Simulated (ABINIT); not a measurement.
# CuO (Tenorite) (C2/c) in ABINIT: equation of state

How stiff is CuO (Tenorite) in PBEsol, and what volume does it want? The cell is scaled to several volumes.

Program: ABINIT 10.8.3 (patched build). These are calculated values, not measurements. Logs are shortened: lines on timing, memory, paths and dates and some standing lists are left out, and cuts for length are marked. The log counts tension as positive stress, the text compression.

## Step 1: The crystal as given

It takes space group C2/c (No. 15, monoclinic). Conventional cell: a = 4.684 Å, b = 3.423 Å, c = 5.129 Å, α = 90.00°, β = 99.54°, γ = 90.00°. Cu (site symmetry -1) has 4 O at 1.95 to 1.96 Å as nearest neighbours. O (site symmetry 2) has 4 Cu at 1.95 to 1.96 Å as nearest neighbours.

## Step 2: Equation of state, PBEsol

run.abi reads:

```
# Datasets: one volume each
ndtset 7
getwfk -1
scalecart1 3*0.9795861087
scalecart2 3*0.9864848297
scalecart3 3*0.9932883884
scalecart4 3*1.0000000000
scalecart5 3*1.0066227096
scalecart6 3*1.0131594038
scalecart7 3*1.0196128224

# Pseudopotentials
pp_dirpath "./"
pseudos "Cu.GGA_PBE-JTH.xml, O.GGA_PBE-JTH.xml"

# Structure
acell 3*1.0
rprim
     4.4254551250    -3.2338883171     0.0000000000
     4.4254551250     3.2338883171     0.0000000000
    -1.6063190351     0.0000000000     9.5579879301
ntypat 2
znucl 29 8
natom 4
typat 1 1 2 2
xred
     0.5000000000     0.0000000000     0.5000000000
     0.0000000000     0.5000000000     0.0000000000
     0.4184000000     0.5816000000     0.7500000000
     0.5816000000     0.4184000000     0.2500000000
chkprim 0
chksymtnons 0
tolsym 1.0e-6

# Plane-wave basis
ecut 26.0
pawecutdg 48.0
pawxcdev 0

# k points
kptopt 1
ngkpt 10 10 5
nshiftk 1
shiftk 0.0 0.0 0.0

# Exchange and correlation
ixc -116133

# Bands and occupations
nband 30
occopt 3
tsmear 0.05 eV

# SCF cycle
nstep 100
tolvrs 1.0e-9

# Output
iomode 3
prtwf 1
prtden 0
prteig 0
prtebands 0
enunit 2
```

Potentials or basis: JTH PAW PBE v2.0.

On the command line:

```console
abinit run.abi > log 2>&1
```

run.abo:

```text
.Version 10.8.3 of ABINIT
 DATASET    1 : space group C2/c (# 15); Bravais mC (1-face-center monocl.)
================================================================================
 Values of the parameters that define the memory need for DATASET  1.
     intxc =       0    ionmov =       0      iscf =      17    lmnmax =      18
     lnmax =       6     mgfft =      45  mpssoang =       3    mqgrid =    3001
     natom =       4  nloc_mem =       2    nspden =       1   nspinor =       1
    nsppol =       1      nsym =       4    n1xccc =       1    ntypat =       2
    occopt =       3   xclevel =       2
       mpw =        1650          nfft =       32805          nkpt =         141
 PAW method is used; the additional fine FFT grid is defined by:
   mgfftf=        60    nfftf =     77760
================================================================================
================================================================================
[... 71 lines left out ...]
 DATASET    7 : space group C2/c (# 15); Bravais mC (1-face-center monocl.)
================================================================================
 Values of the parameters that define the memory need for DATASET  7.
     intxc =       0    ionmov =       0      iscf =      17    lmnmax =      18
     lnmax =       6     mgfft =      48  mpssoang =       3    mqgrid =    3040
     natom =       4  nloc_mem =       2    nspden =       1   nspinor =       1
    nsppol =       1      nsym =       4    n1xccc =       1    ntypat =       2
    occopt =       3   xclevel =       2
       mpw =        1860          nfft =       34992          nkpt =         141
 PAW method is used; the additional fine FFT grid is defined by:
   mgfftf=        64    nfftf =     82944
================================================================================
================================================================================

--------------------------------------------------------------------------------
------------- Echo of variables that govern the present computation ------------
--------------------------------------------------------------------------------
 -outvars: echo values of preprocessed input variables --------
            acell      1.0000000000E+00  1.0000000000E+00  1.0000000000E+00 Bohr
              amu      6.35460000E+01  1.59994000E+01
          chkprim           0
      chksymtnons           0
             ecut      2.60000000E+01 Hartree
           enunit           2
           getwfk          -1
                       outvar_i_n : Printing only first  50 k-points.
              ixc     -116133
           jdtset        1    2    3    4    5    6    7
                       outvar_i_n : Printing only first  50 k-points.
         kptrlatt       10    0    0      0   10    0      0    0    5
          kptrlen1     4.74708768E+01
          kptrlen2     4.78051897E+01
          kptrlen3     4.81348911E+01
          kptrlen4     4.84601367E+01
          kptrlen5     4.87810742E+01
          kptrlen6     4.90978432E+01
          kptrlen7     4.94105768E+01
            natom           4
            nband          30
           ndtset           7
            ngfft1         27      27      45
            ngfft2         27      27      45
            ngfft3         27      27      48
            ngfft4         27      27      48
            ngfft5         27      27      48
            ngfft6         27      27      48
            ngfft7         27      27      48
          ngfftdg1         36      36      60
          ngfftdg2         36      36      60
          ngfftdg3         36      36      64
          ngfftdg4         36      36      64
          ngfftdg5         36      36      64
          ngfftdg6         36      36      64
          ngfftdg7         36      36      64
             nkpt         141
            nstep         100
             nsym           4
           ntypat           2
                       prtocc : prtvol=0, do not print more k-points.
           occopt           3
        pawecutdg      4.80000000E+01 Hartree
         pawxcdev           0
           prtden           0
        prtebands           0
           prteig           0
            rprim1     4.3351143651E+00 -3.1678720725E+00  0.0000000000E+00
                       4.3351143651E+00  3.1678720725E+00  0.0000000000E+00
                      -1.5735278129E+00  0.0000000000E+00  9.3628722034E+00
            rprim2     4.3656443453E+00 -3.1901817658E+00  0.0000000000E+00
                       4.3656443453E+00  3.1901817658E+00  0.0000000000E+00
                      -1.5846093598E+00  0.0000000000E+00  9.4288100955E+00
            rprim3     4.3957531890E+00 -3.2121837148E+00  0.0000000000E+00
                       4.3957531890E+00  3.2121837148E+00  0.0000000000E+00
                      -1.5955380456E+00  0.0000000000E+00  9.4938384274E+00
            rprim4     4.4254551250E+00 -3.2338883171E+00  0.0000000000E+00
                       4.4254551250E+00  3.2338883171E+00  0.0000000000E+00
                      -1.6063190351E+00  0.0000000000E+00  9.5579879301E+00
            rprim5     4.4547636291E+00 -3.2553054203E+00  0.0000000000E+00
                       4.4547636291E+00  3.2553054203E+00  0.0000000000E+00
                      -1.6169572196E+00  0.0000000000E+00  9.6212877085E+00
            rprim6     4.4836914760E+00 -3.2764443593E+00  0.0000000000E+00
                       4.4836914760E+00  3.2764443593E+00  0.0000000000E+00
                      -1.6274572359E+00  0.0000000000E+00  9.6837653528E+00
            rprim7     4.5122507904E+00 -3.2973139943E+00  0.0000000000E+00
                       4.5122507904E+00  3.2973139943E+00  0.0000000000E+00
                      -1.6378234851E+00  0.0000000000E+00  9.7454470499E+00
          spgroup          15
           tolsym      1.00000000E-06
           tolvrs      1.00000000E-09
           tsmear      1.83746611E-03 Hartree
            typat      1  1  2  2
           useylm           1
                       outvars : Printing only first  50 k-points.
           xangst1     7.3068433418E-01 -8.3818285335E-01  2.4773092977E+00
                       1.1470218636E+00  8.3818285335E-01  0.0000000000E+00
                       1.6695374331E+00  2.7358288333E-01  3.7159639465E+00
                       2.0858749624E+00 -2.7358288333E-01  1.2386546488E+00
           xangst2     7.3583016804E-01 -8.4408574397E-01  2.4947557125E+00
                       1.1550997484E+00  8.4408574397E-01  0.0000000000E+00
                       1.6812951263E+00  2.7550958683E-01  3.7421335688E+00
                       2.1005647067E+00 -2.7550958683E-01  1.2473778563E+00
           xangst3     7.4090501926E-01 -8.4990720897E-01  2.5119614682E+00
                       1.1630662054E+00  8.4990720897E-01  0.0000000000E+00
                       1.6928906316E+00  2.7740971301E-01  3.7679422023E+00
                       2.1150518177E+00 -2.7740971301E-01  1.2559807341E+00
           xangst4     7.4591128610E-01 -8.5564999943E-01  2.5289346956E+00
                       1.1709249992E+00  8.5564999943E-01  0.0000000000E+00
                       1.7043294288E+00  2.7928415981E-01  3.7934020434E+00
                       2.1293431419E+00 -2.7928415981E-01  1.2644673478E+00
           xangst5     7.5085123993E-01 -8.6131672089E-01  2.5456830957E+00
[... 24 lines left out ...]
                       2.2127275625E+00  1.6169441585E+00  0.0000000000E+00
                       3.2207158487E+00  5.2777057335E-01  7.1684909476E+00
                       4.0238753662E+00 -5.2777057335E-01  2.3894969825E+00
            xcart5     1.4189032048E+00 -1.6276527102E+00  4.8106438543E+00
                       2.2273818146E+00  1.6276527102E+00  0.0000000000E+00
                       3.2420457144E+00  5.3126584459E-01  7.2159657814E+00
                       4.0505243242E+00 -5.3126584459E-01  2.4053219271E+00
            xcart6     1.4281171200E+00 -1.6382221797E+00  4.8418826764E+00
                       2.2418457380E+00  1.6382221797E+00  0.0000000000E+00
                       3.2630985491E+00  5.3471571944E-01  7.2628240146E+00
                       4.0768271670E+00 -5.3471571944E-01  2.4209413382E+00
            xcart7     1.4372136527E+00 -1.6486569972E+00  4.8727235249E+00
                       2.2561253952E+00  1.6486569972E+00  0.0000000000E+00
                       3.2838831766E+00  5.3812164387E-01  7.3090852874E+00
                       4.1027949191E+00 -5.3812164387E-01  2.4363617625E+00
             xred      5.0000000000E-01 -1.7648092724E-17  5.0000000000E-01
                      -1.0325459547E-17  5.0000000000E-01  0.0000000000E+00
                       4.1840000000E-01  5.8160000000E-01  7.5000000000E-01
                       5.8160000000E-01  4.1840000000E-01  2.5000000000E-01
            znucl       29.00000    8.00000

================================================================================

 chkinp: Checking input parameters for consistency, jdtset=   1.

 chkinp: Checking input parameters for consistency, jdtset=   2.
[... 48 lines left out ...]
- pspini: atom type   2  psp file is ./O.GGA_PBE-JTH.xml
 Pseudopotential format is: paw10
 basis_size (lnmax)=  4 (lmn_size=  8), orbitals=   0   0   1   1
 Spheres core radius: rc_sph= 1.41465230
 Shapefunction is SIN type: shapef(r)=[sin(pi*r/rshp)/(pi*r/rshp)]**2
 Radius for shape functions =  1.20231231
 Compensation charge density is not taken into account in XC energy/potential

   4.18034755E+03                                ecore*ucvol(ha*bohr**3)
--------------------------------------------------------------------------------

================================================================================

--- !BeginCycle
iteration_state: {dtset: 1, }
solver: {iscf: 17, nstep: 100, nline: 4, wfoptalg: 10, }
tolerances: {tolvrs: 1.00E-09, }
...
[... 1485 lines left out ...]
-Cartesian components of stress tensor (GPa)         [Pressure= -1.1432E+01 GPa]
- sigma(1 1)=  1.23398324E+01  sigma(3 2)=  0.00000000E+00
- sigma(2 2)=  7.14879306E+00  sigma(3 1)= -6.37046717E-01
- sigma(3 3)=  1.48070145E+01  sigma(2 1)=  0.00000000E+00

== END DATASET(S) ==============================================================
================================================================================

 -outvars: echo values of variables after computation  --------
            acell      1.0000000000E+00  1.0000000000E+00  1.0000000000E+00 Bohr
           etotal1    -4.2782031709E+02
           etotal2    -4.2782185979E+02
           etotal3    -4.2782258110E+02
           etotal4    -4.2782255242E+02
           etotal5    -4.2782186232E+02
           etotal6    -4.2782058317E+02
           etotal7    -4.2781877954E+02
            fcart1     5.4210108624E-20  1.0842021725E-19  6.7762635780E-21
                       5.4210108624E-20  1.0842021725E-19  6.7762635780E-21
                      -1.9361291330E-19 -2.4741481845E-03 -2.4721452692E-20
                       8.5192696053E-20  2.4741481845E-03  1.1168925536E-20
            fcart2    -4.9669743420E-20 -0.0000000000E+00 -8.3475157019E-21
                      -4.9669743420E-20 -0.0000000000E+00 -8.3475157019E-21
                      -1.4768983143E-19 -3.9876321195E-03  9.3806712944E-21
                       2.4702931827E-19  3.9876321195E-03  7.3143601094E-21
            fcart3    -0.0000000000E+00 -0.0000000000E+00 -0.0000000000E+00
                      -0.0000000000E+00 -0.0000000000E+00 -0.0000000000E+00
[... 66 lines left out ...]
                       1.1709249992E+00  8.5564999943E-01  0.0000000000E+00
                       1.7043294288E+00  2.7928415981E-01  3.7934020434E+00
                       2.1293431419E+00 -2.7928415981E-01  1.2644673478E+00
           xangst5     7.5085123993E-01 -8.6131672089E-01  2.5456830957E+00
                       1.1786796955E+00  8.6131672089E-01  0.0000000000E+00
                       1.7156167076E+00  2.8113377770E-01  3.8185246436E+00
                       2.1434451631E+00 -2.8113377770E-01  1.2728415479E+00
           xangst6     7.5572703391E-01 -8.6690984328E-01  2.5622139685E+00
                       1.1863336741E+00  8.6690984328E-01  0.0000000000E+00
                       1.7267573879E+00  2.8295937285E-01  3.8433209527E+00
                       2.1573640281E+00 -2.8295937285E-01  1.2811069842E+00
           xangst7     7.6054071168E-01 -8.7243171090E-01  2.5785342427E+00
                       1.1938901433E+00  8.7243171090E-01  0.0000000000E+00
                       1.7377561392E+00  2.8476171044E-01  3.8678013640E+00
                       2.1711055707E+00 -2.8476171044E-01  1.2892671213E+00
             xred      5.0000000000E-01 -1.7648092724E-17  5.0000000000E-01
                      -1.0325459547E-17  5.0000000000E-01  0.0000000000E+00
                       4.1840000000E-01  5.8160000000E-01  7.5000000000E-01
                       5.8160000000E-01  4.1840000000E-01  2.5000000000E-01
 Calculation completed.
```

Run time: 36 min. Hardware: 1 thread of Arm Neoverse V1, shared host; peak memory 0.33 GiB.

Results:

```yaml
Equilibrium_volume: 10.02 Å³/atom
Bulk_modulus_at_fixed_shape_and_positions: 187 GPa
Pressure_derivative_of_the_bulk_modulus: 4.7
```

Energy against volume, from the lowest point:
```
volume (Å³/atom)  energy (meV/atom)
           9.527              15.40
           9.730               4.91
           9.932               0.00
          10.135               0.20
          10.338               4.89
          10.540              13.59
          10.743              25.86
```

Caveat: pressures at fixed basis lie under the slope of the energies; the cell was scaled at fixed shape and fractional positions, which overstates the stiffness of a crystal with free parameters, most of all of layers and chains; the PAW data sets were made with another functional, which shifts forces and pressure a little; the run has no spin polarisation, though such a crystal can be magnetic.
